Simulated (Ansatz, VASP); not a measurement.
One calculation of TiSi2, two programs

Contents of INCAR:

```
PREC     = Accurate       # precision mode
ENCUT    = 600            # plane-wave cutoff, eV
EDIFF    = 1E-7           # SCF threshold, eV
ISMEAR   = -1             # smearing method
SIGMA    = 0.05           # smearing width, eV
LREAL    = False          # projectors in reciprocal space
LASPH    = True           # aspherical terms in the spheres
NELM     = 80             # most SCF steps
ALGO     = Fast           # electronic algorithm
ISIF     = 3              # what is computed and relaxed
LWAVE    = False          # write WAVECAR
LCHARG   = False          # write CHGCAR
GGA      = PE             # functional
IBRION   = 2              # ionic algorithm
NSW      = 60             # ionic steps
EDIFFG   = -0.005         # ionic threshold
```

Contents of KPOINTS:

```
regular mesh
0
Gamma
  7 7 7
```

The input POSCAR:

```
TiSi2
1.0
    0.0000000000      4.1175163063      4.2628978354
    2.3895119538      0.0000000000      4.2628978354
    2.3895119538      4.1175163063      0.0000000000
Ti Si
2 4
Direct
    0.7500000000      0.7500000000      0.7500000000
    0.5000000000      0.5000000000      0.5000000000
    0.4125656100      0.0874343900      0.4125656100
    0.0874343900      0.4125656100      0.0874343900
    0.1625656100      0.8374343900      0.1625656100
    0.8374343900      0.1625656100      0.8374343900
```

Contents of input.yaml:

```yaml
crystal:
  lattice:
    - [0.0, 4.1175163063, 4.2628978354]
    - [2.3895119538, 0.0, 4.2628978354]
    - [2.3895119538, 4.1175163063, 0.0]
  atoms:
    - { symbol: Ti, position: [0.75, 0.75, 0.75] }
    - { symbol: Ti, position: [0.5, 0.5, 0.5] }
    - { symbol: Si, position: [0.41256561, 0.08743439, 0.41256561] }
    - { symbol: Si, position: [0.08743439, 0.41256561, 0.08743439] }
    - { symbol: Si, position: [0.16256561, 0.83743439, 0.16256561] }
    - { symbol: Si, position: [0.83743439, 0.16256561, 0.83743439] }
hamiltonian:
  xc: pbe
  pseudopotentials: { kind: paw }
kpoints:
  mp_grid: { grid: [7, 7, 7] }
scf:
  occupations: { method: fermi_dirac, width: 0.05 }
output:
  forces: true
  stress: true
  eigenvalues: true
relax:
  f_tol: 0.01
  max_steps: 40
  cell: { stress_tol: 0.05 }
```

The cell is a database's computed one.

Alike in both runs: task relaxation of cell and atoms; functional PBE; k mesh 7 × 7 × 7; occupations fermi-dirac, width 0.05 eV; no spin polarisation.

|  | VASP | Ansatz |
| --- | --- | --- |
| version | VASP 6.6.1 | Ansatz 0.2.0 |
| potentials or method | VASP PAW PBE potentials, release 64 (Ti_sv, Si) | Ansatz PAW |
| plane-wave cutoff (eV) | 600 | 420 |
| valence electrons in the cell | 40 | 40 |

Ansatz gave:

```
gap on the k mesh at the Fermi level, each at its own relaxed structure (eV) : none
relaxed volume (Å³/atom)                                                     : 14.17
relaxed cell length with the largest relative difference (Å)                 : 4.773
energy change over the relaxation (meV/atom)                                 : -1
```

Which values does VASP return?

gap on the k mesh at the Fermi level, each at its own relaxed structure (eV): none; relaxed volume (Å³/atom): 14.17; relaxed cell length with the largest relative difference (Å): 4.772; energy change over the relaxation (meV/atom): -1.

A gap of «none» marks a metal or a gap that the smearing closes.

Caveats: the plane-wave basis is chosen anew once the cell has moved, so the energies of steps on either side of that aren't comparable (Ansatz).
